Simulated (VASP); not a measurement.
# Cu (Im-3m) in VASP: further runs

The runs below take Cu through single point, with PBEsol, r2SCAN.

All numbers are computed with VASP 6.6.1; they aren't measurements. Logs are shortened: lines on timing, memory, paths and dates and some standing lists are left out, and cuts for length are marked.

## Step 1: Starting point

It takes space group Im-3m (No. 229, cubic). Conventional cell: a = 2.836 Å, b = 2.836 Å, c = 2.836 Å, α = 90.00°, β = 90.00°, γ = 90.00°. Cu (site symmetry m-3m) has 8 Cu at 2.46 Å as nearest neighbours.

This isn't the form of Cu at room conditions, which is fcc.

## Step 2: Single point, PBEsol

Input file INCAR:

```
ALGO = Fast ; EDIFF = 1E-6
ENCUT = 700 ; GGA = PS
ISIF = 2 ; ISMEAR = 0
LASPH = T ; LCHARG = T
LELF = T ; LREAL = F
LVHAR = T ; LWAVE = F
NBANDS = 12 ; NELM = 60
PREC = Accurate ; SIGMA = 0.1
```

Input file KPOINTS:

```
k-points
0
Gamma
  20 20 20
```

Input file POSCAR:

```
Cu
1.0
   -1.4180800000      1.4180800000      1.4180800000
    1.4180800000     -1.4180800000      1.4180800000
    1.4180800000      1.4180800000     -1.4180800000
Cu
1
Direct
    0.0000000000      0.0000000000      0.0000000000
```

Potentials or basis: VASP PAW PBE potentials, release 64 (Cu).

Started as:

```
> cat potpaw_PBE.64/Cu/POTCAR > POTCAR
> mpirun -np 1 vasp_std > vasp.out
```

OUTCAR:

```text
EDIFF = 1E-6
   ENCUT = 700
   GGA = PS
   ISIF = 2
   ISMEAR = 0
   LASPH = T
   LREAL = F
   NELM = 60
   PREC = Accurate

 ion  position               nearest neighbor table
   1  0.000  0.000  0.000-

  LATTYP: Found a body centered cubic cell.
 ALAT       =     2.8361600000

  Lattice vectors:

 A1 = (  -1.4180800000,   1.4180800000,   1.4180800000)
 A2 = (   1.4180800000,  -1.4180800000,   1.4180800000)
 A3 = (   1.4180800000,   1.4180800000,  -1.4180800000)

Analysis of symmetry for initial positions (statically):
=====================================================================
 Subroutine PRICEL returns:
 Original cell was already a primitive cell.

 Routine SETGRP: Setting up the symmetry group for a
 body centered cubic supercell.

 Subroutine GETGRP returns: Found 48 space group operations
 (whereof 48 operations were pure point group operations)
 out of a pool of 48 trial point group operations.

The static configuration has the point symmetry O_h .

Analysis of symmetry for dynamics (positions and initial velocities):
=====================================================================
 Subroutine PRICEL returns:
 Original cell was already a primitive cell.

 Routine SETGRP: Setting up the symmetry group for a
 body centered cubic supercell.

 Subroutine GETGRP returns: Found 48 space group operations
 (whereof 48 operations were pure point group operations)
 out of a pool of 48 trial point group operations.

The dynamic configuration has the point symmetry O_h .

 Subroutine INISYM returns: Found 48 space group operations
 (whereof 48 operations are pure point group operations),
 and found     1 'primitive' translations

----------------------------------------------------------------------------------------

                                     Primitive cell

  volume of cell :      11.4068

  direct lattice vectors                    reciprocal lattice vectors
    -1.418080000  1.418080000  1.418080000     0.000000000  0.352589417  0.352589417
     1.418080000 -1.418080000  1.418080000     0.352589417  0.000000000  0.352589417
     1.418080000  1.418080000 -1.418080000     0.352589417  0.352589417  0.000000000

  length of vectors
     2.456186609  2.456186609  2.456186609     0.498636735  0.498636735  0.498636735

  position of ions in fractional coordinates (direct lattice)
     0.000000000  0.000000000  0.000000000

  ion indices of the primitive-cell ions
   primitive index   ion index
                 1           1

----------------------------------------------------------------------------------------

 KPOINTS: k-points

Automatic generation of k-mesh.
 Grid dimensions read from file:
 generate k-points for:   20   20   20

 Generating k-lattice:

  Cartesian coordinates                     Fractional coordinates (reciprocal lattice)
     0.000000000  0.017629471  0.017629471     0.050000000  0.000000000  0.000000000
     0.017629471  0.000000000  0.017629471     0.000000000  0.050000000  0.000000000
     0.017629471  0.017629471  0.000000000     0.000000000  0.000000000  0.050000000

  Length of vectors
     0.024931837  0.024931837  0.024931837

  Shift w.r.t. Gamma in fractional coordinates (k-lattice)
     0.000000000  0.000000000  0.000000000

 Subroutine IBZKPT returns following result:
 ===========================================

 Found    256 irreducible k-points:

 Following reciprocal coordinates:
            Coordinates               Weight
  0.000000  0.000000  0.000000      1.000000
  0.050000  0.000000  0.000000     12.000000
  0.100000  0.000000  0.000000     12.000000
  0.150000  0.000000  0.000000     12.000000
  0.200000  0.000000  0.000000     12.000000
  0.250000  0.000000  0.000000     12.000000
[... 16 lines left out ...]
  0.200000  0.100000 -0.000000     48.000000
  0.250000  0.100000 -0.000000     48.000000
 [... further k-points ...]
   k-points           NKPTS =    256   k-points in BZ     NKDIM =    256   number of bands    NBANDS=     12
   number of dos      NEDOS =    301   number of ions     NIONS =      1
   total plane-waves  NPLWV =  13824
   dimension x,y,z NGX =    24 NGY =   24 NGZ =   24
   dimension x,y,z NGXF=    48 NGYF=   48 NGZF=   48
   ions per type =               1
   NGX,Y,Z   is equivalent  to a cutoff of  16.24, 16.24, 16.24 a.u.
   NGXF,Y,Z  is equivalent  to a cutoff of  32.49, 32.49, 32.49 a.u.
 SYSTEM =  unknown system
   PREC   = accura    normal or accurate (medium, high low for compatibility)
   ISTART =      0    job   : 0-new  1-cont  2-samecut
   ICHARG =      2    charge: 1-file 2-atom 10-const
   ISPIN  =      1    spin polarized calculation?
   LNONCOLLINEAR =      F non collinear calculations
   LSORBIT =      F    spin-orbit coupling
   LASPH  =      T    aspherical Exc in radial PAW
   ENCUT  =  700.0 eV  51.45 Ry    7.17 a.u.   5.30  5.30  5.30*2*pi/ulx,y,z
   NELM   =     60;   NELMIN=  2; NELMDL= -5     # of ELM steps
   EDIFF  = 0.1E-05   stopping-criterion for ELM
   LREAL  =      F    real-space projection
[... 7 lines left out ...]
   TEBEG  =    0.0;   TEEND  =   0.0 temperature during run
   PSTRESS=    0.0 pullay stress
   NELECT =      11.0000    total number of electrons
   NUPDOWN=      -1.0000    fix difference up-down
   EMIN   =  10.00;   EMAX   =-10.00  energy-range for DOS
   EFERMI =   0.00;   METHOD = LEGACY
   ISMEAR =     0;   SIGMA  =   0.10  broadening in eV -4-tet -1-fermi 0-gaus
   EFERMI_NEDOS =   21; number of points for ismear=-14 and -15
   IALGO  =     68    algorithm
   IMIX   =      4    mixing-type and parameters
     AMIX     =   0.40;   BMIX     =  1.00
     AMIX_MAG =   1.60;   BMIX_MAG =  1.00
  volume/ion in A,a.u.               =      11.41        76.98
  Fermi-wavevector in a.u.,A,eV,Ry     =   1.617403  3.056449 35.592752  2.615993
  Thomas-Fermi vector in A             =   2.711834
   LORBIT       =      0    0 simple, 1 ext, 2 COOP (PROOUT), +10 PAW based schemes
   GGA     = PS    functional components
   LHFCALC =     F    Hartree Fock is set to
   AEXX    =    0.0000 exact exchange contribution
   IVDW    =     0    specifies the selected vdW correction
   LEPSILON=     F    determine dielectric tensor
   LRPA    =     F    only Hartree local field effects (RPA)
 non-spin polarized calculation
 RMM-DIIS sequential band-by-band and
 Gauss-broadening in eV      SIGMA  =   0.10
  energy-cutoff  :      700.00
  volume of cell :       11.41
 maximum number of plane-waves:       490
 NGX is ok and might be reduce to    24
   NGX = 11   NGY = 11   NGZ = 11

 number of electron      10.9999998 magnetization

 Free energy of the ion-electron system (eV)
  ---------------------------------------------------
  ext. energy  EPLUGINS =         0.00000000
  ---------------------------------------------------
  free energy    TOTEN  =        -4.26822197 eV

  energy without entropy =       -4.26540921  energy(sigma->0) =       -4.26681559

 E-fermi :   7.8347     XC(G=0): -13.1139

 val. band max:        7.8295052855   @ k =  -0.3000   0.4500   0.1000
 cond. band min:       7.8493039514   @ k =   0.2000   0.1500   0.1500
 fundamental gap:      0.0197986658
 Fermi energy:         7.8347169792

 k-point     1 :       0.0000    0.0000    0.0000
  band No.  band energies     occupation
      1      -1.8141      2.00000
      2       4.6159      2.00000
      3       4.6159      2.00000
      4       4.6160      2.00000
      5       5.6919      2.00000
      6       5.6919      2.00000
      7      33.2206      0.00000
      8      33.2206      0.00000
      9      33.2206      0.00000
     10      37.0564      0.00000
     11      37.2848      0.00000
     12      37.3203      0.00000

 k-point     2 :       0.0500    0.0000    0.0000
  band No.  band energies     occupation
      1      -1.7151      2.00000
      2       4.5967      2.00000
      3       4.6151      2.00000
      4       4.6550      2.00000
      5       5.6727      2.00000
      6       5.6933      2.00000
      7      32.1213      0.00000
      8      32.9652      0.00000
      9      32.9765      0.00000
     10      35.6657      0.00000
     11      35.7517      0.00000
     12      35.9116      0.00000

 k-point     3 :       0.1000    0.0000    0.0000
  band No.  band energies     occupation
      1      -1.4210      2.00000
      2       4.5412      2.00000
      3       4.6093      2.00000
      4       4.7698      2.00000
      5       5.6235      2.00000
      6       5.6978      2.00000
      7      29.7353      0.00000
      8      32.0788      0.00000
      9      32.4196      0.00000
     10      33.9121      0.00000
     11      34.7822      0.00000
     12      35.5466      0.00000
[... 286 lines left out ...]
 k-point    23 :       0.2000    0.1000   -0.0000
  band No.  band energies     occupation
      1       0.7341      2.00000
      2       4.2425      2.00000
      3       4.4065      2.00000
      4       5.4745      2.00000
      5       5.6425      2.00000
      6       5.7954      2.00000
      7      21.8813      0.00000
      8      25.2192      0.00000
      9      28.4451      0.00000
     10      32.2961      0.00000
     11      35.6519      0.00000
     12      36.7194      0.00000

 k-point    24 :       0.2500    0.1000   -0.0000
  band No.  band energies     occupation
      1       1.5283      2.00000
      2       4.1280      2.00000
      3       4.4392      2.00000
      4       5.5043      2.00000
      5       5.7915      2.00000
      6       6.0290      2.00000
      7      19.3685      0.00000
      8      24.3436      0.00000
      9      27.4422      0.00000
     10      31.9004      0.00000
     11      35.5608      0.00000
     12      37.3855      0.00000

 [... further k-points ...]
[... 5 lines left out ...]
  --------------------------------------------------------------------------------------
  -------------------------------------------------------------------------------------
  Total        0.0157103      0.0157103      0.0157103      0.0000000      0.0000000     -0.0000000
  in kB        2.2066483      2.2066483      2.2066483      0.0000000      0.0000000     -0.0000000
  external PRESSURE =       2.2066483 kB  Pullay stress =       0.0000000 kB

 VOLUME and BASIS-vectors are now :
 -----------------------------------------------------------------------------
  energy-cutoff  :      700.00
  volume of cell :       11.41
      direct lattice vectors                 reciprocal lattice vectors
    -1.418080000  1.418080000  1.418080000     0.000000000  0.352589417  0.352589417
     1.418080000 -1.418080000  1.418080000     0.352589417  0.000000000  0.352589417
     1.418080000  1.418080000 -1.418080000     0.352589417  0.352589417  0.000000000

 POSITION                                       TOTAL-FORCE (eV/Angst)
 -----------------------------------------------------------------------------------
      0.00000      0.00000      0.00000         0.000000      0.000000     -0.000000
 -----------------------------------------------------------------------------------
    total drift:                                0.000000      0.000000     -0.000000

  FREE ENERGIE OF THE ION-ELECTRON SYSTEM (eV)
  ---------------------------------------------------
  free  energy   TOTEN  =        -4.2682219674 eV

  energy  without entropy=       -4.2654092113  energy(sigma->0) =       -4.26681559
```

Run time: 18 s. Hardware: 1 thread of Intel Xeon 6975P-C (Granite Rapids), shared host; peak memory 0.17 GiB.

What came out:

```yaml
Free_energy: -4.2682 eV
Pressure: 0.2 GPa
Band_gap_on_the_k_mesh: none (metal or under the smearing width)
```

Caveat: the PAW data sets were made with another functional, which shifts forces and pressure a little.

## Step 3: Single point, PBEsol

INCAR: that of step 2 with these lines changed.

```diff
@@ -1,3 +1,3 @@
 ALGO = Fast ; EDIFF = 1E-6
-ENCUT = 700 ; GGA = PS
+ENCUT = 520 ; GGA = PS
 ISIF = 2 ; ISMEAR = 0
```

Input file KPOINTS:

```
k-points
0
Gamma
  32 32 32
```

POSCAR is that of step 2.

Potentials or basis: VASP PAW PBE potentials, release 64 (Cu).

Started as:

```
> cat potpaw_PBE.64/Cu/POTCAR > POTCAR
> mpirun -np 1 vasp_std > vasp.out
```

Run time: 44 s. Hardware: 1 thread of Intel Xeon 6975P-C (Granite Rapids), shared host; peak memory 0.22 GiB.

Results (log left out):

```
Free energy            : -4.2710 eV
Pressure               : 0.1 GPa
Band gap on the k mesh : none (metal or under the smearing width)
```

Levels at points of the mesh, in eV from the Fermi level:
| k point | band 1 | band 2 | band 3 | band 4 | band 5 | band 6 | band 7 | band 8 | band 9 | band 10 |
| --- | --- | --- | --- | --- | --- | --- | --- | --- | --- | --- |
| (0.00, 0.00, 0.00) | -9.65 | -3.22 | -3.22 | -3.22 | -2.14 | -2.14 | 25.38 | 25.38 | 25.38 | 29.22 |
| (0.50, 0.00, 0.00) | -5.24 | -3.97 | -2.18 | -2.02 | -1.37 | -0.71 | 4.52 | 17.76 | 17.93 | 21.75 |
| (0.50, 0.50, 0.50) | -4.83 | -4.83 | -1.55 | -1.55 | -1.55 | 8.31 | 8.31 | 8.31 | 13.85 | 13.85 |

Caveat: the PAW data sets were made with another functional, which shifts forces and pressure a little.

## Step 4: Single point, PBEsol

INCAR: that of step 3 with these lines changed.

```diff
@@ -7,2 +7,2 @@
 NBANDS = 12 ; NELM = 60
-PREC = Accurate ; SIGMA = 0.1
+PREC = Accurate ; SIGMA = 0.5
```

Input file KPOINTS:

```
k-points
0
Gamma
  20 20 20
```

POSCAR is that of step 3.

Started as:

```
> cat potpaw_PBE.64/Cu/POTCAR > POTCAR
> mpirun -np 1 vasp_std > vasp.out
```

Wall time 14 s (1 thread of Intel Xeon 6975P-C (Granite Rapids), shared host); peak memory 0.14 GiB.

The run converged. Its results:

| Item | Value |
| --- | --- |
| Free energy | -4.2899 eV |
| Pressure | 0.2 GPa |
| Band gap on the k mesh | none (metal or under the smearing width) |

Levels at points of the mesh, in eV from the Fermi level:
| k point | band 2 | band 3 | band 4 | band 5 | band 6 | band 7 | band 8 | band 9 |
| --- | --- | --- | --- | --- | --- | --- | --- | --- |
| (0.00, 0.00, 0.00) | -3.21 | -3.21 | -3.21 | -2.14 | -2.14 | 25.39 | 25.39 | 25.39 |
| (0.50, 0.00, 0.00) | -3.97 | -2.18 | -2.02 | -1.37 | -0.71 | 4.53 | 17.77 | 17.94 |
| (0.50, 0.50, 0.50) | -4.83 | -1.55 | -1.55 | -1.55 | 8.31 | 8.31 | 8.31 | 13.86 |

Caveat: the PAW data sets were made with another functional, which shifts forces and pressure a little.

## Step 5: Single point, PBEsol

Input file INCAR:

```
ALGO = Fast ; EDIFF = 1E-6
ENCUT = 900 ; GGA = PS
ISIF = 2 ; ISMEAR = 0
LASPH = T ; LCHARG = T
LELF = T ; LREAL = F
LVHAR = T ; LWAVE = F
NBANDS = 12 ; NELM = 60
PREC = Accurate ; SIGMA = 0.1
```

KPOINTS is that of step 4.

POSCAR is that of step 4.

Started as:

```
> cat potpaw_PBE.64/Cu/POTCAR > POTCAR
> mpirun -np 1 vasp_std > vasp.out
```

Wall time 20 s (1 thread of Intel Xeon 6975P-C (Granite Rapids), shared host); peak memory 0.19 GiB.

It converged, with:

* Free energy: -4.2686 eV
* Pressure: 0.3 GPa
* Band gap on the k mesh: none (metal or under the smearing width)

Levels at points of the mesh, in eV from the Fermi level:
| k point | band 3 | band 4 | band 5 | band 6 | band 7 | band 8 |
| --- | --- | --- | --- | --- | --- | --- |
| (0.00, 0.00, 0.00) | -3.22 | -3.22 | -2.14 | -2.14 | 25.39 | 25.39 |
| (0.50, 0.00, 0.00) | -2.19 | -2.03 | -1.38 | -0.71 | 4.52 | 17.76 |
| (0.50, 0.50, 0.50) | -1.55 | -1.55 | -1.55 | 8.31 | 8.31 | 8.31 |

Caveat: the PAW data sets were made with another functional, which shifts forces and pressure a little.

## Step 6: Single point, r2SCAN

Input file INCAR:

```
ALGO = Normal ; EDIFF = 1E-6
ENCUT = 520 ; ISIF = 2
ISMEAR = 0 ; LASPH = T
LCHARG = T ; LELF = T
LMIXTAU = T ; LREAL = F
LVHAR = T ; LWAVE = F
METAGGA = R2SCAN ; NBANDS = 12
NELM = 60 ; PREC = Accurate
SIGMA = 0.1
```

KPOINTS is that of step 5.

POSCAR is that of step 5.

Potentials or basis: VASP PAW PBE potentials, release 64 (Cu).

Started as:

```
> cat potpaw_PBE.64/Cu/POTCAR > POTCAR
> mpirun -np 1 vasp_std > vasp.out
```

Wall time 57 s (1 thread of Intel Xeon 6975P-C (Granite Rapids), shared host); peak memory 0.14 GiB.

The run converged. Its results:

| Quantity | Value |
| --- | --- |
| Free energy | -10.7875 eV |
| Pressure | 1.7 GPa |
| Band gap on the k mesh | none (metal or under the smearing width) |

Levels at points of the mesh, in eV from the Fermi level:
```
           k point  band 2  band 3  band 4  band 5  band 6  band 7  band 8  band 9
(0.00, 0.00, 0.00)   -3.33   -3.33   -3.33   -2.27   -2.27   26.39   26.39   26.39
(0.50, 0.00, 0.00)   -4.10   -2.31   -2.15   -1.47   -0.70    4.78   18.56   18.92
(0.50, 0.50, 0.50)   -5.03   -1.65   -1.65   -1.65    8.82    8.82    8.82   14.24
```

Caveat: the PAW data sets were made with another functional, which shifts forces and pressure a little.

## Step 7: Summary

```tsv
level	k mesh	cutoff (eV)	smearing	gap on the mesh (eV)	pressure (GPa)
PBEsol	20 × 20 × 20	700	gaussian 0.1 eV	none	0.2
PBEsol	32 × 32 × 32	520	gaussian 0.1 eV	none	0.1
PBEsol	20 × 20 × 20	520	gaussian 0.5 eV	none	0.2
PBEsol	20 × 20 × 20	900	gaussian 0.1 eV	none	0.3
r2SCAN	20 × 20 × 20	520	gaussian 0.1 eV	none	1.7
```

Alike in all rows: task single point; potentials or basis VASP PAW PBE potentials, release 64 (Cu); no spin polarisation; cell as given.

Every run on the cell as given and a fine mesh finds a metal. The pressure there spans 0.1 GPa (PBEsol) to 1.7 GPa (r2SCAN); a positive pressure means that this level wants a larger cell, a negative one a smaller.

Caveats: the PAW data sets were made with another functional, which shifts forces and pressure a little.

Total energies depend on the potentials used, so only differences within one code and one set of settings carry meaning.
